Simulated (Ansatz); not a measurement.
Take AgCl in the rock salt structure (space group Fm-3m, No. 225; a = 5.447 Å) as the base. Axes: x, y, z lie along the cube axes.

Method: PBEsol/PAW in Ansatz (a quantum-chemistry and plane-wave program), no spin-orbit coupling.

One thing is altered: uniaxial strain ε_zz = −3.00 %, all other strain components held at zero, atoms relaxed at fixed cell.

Problem. Predict the stress tensor and what it implies for the stiffness.

Solution. Stress of the strained cell less that of the base (GPa, compression positive):
```
   1.54    0.00    0.00
   0.00    1.54    0.00
   0.00    0.00    2.86
```

Then −Δσ_ii/ε with ε = -0.0300 gives secant stiffness values (nonlinear terms included at this strain): C33 ≈ 95 GPa, C13 ≈ 51 GPa and C23 ≈ 51 GPa.

As a check, the harmonic strain energy −½ V₀ Δσ:ε is 5.4 meV/atom; the computed energy rise is 5.1 meV/atom.

Stability against distortions was not tested.
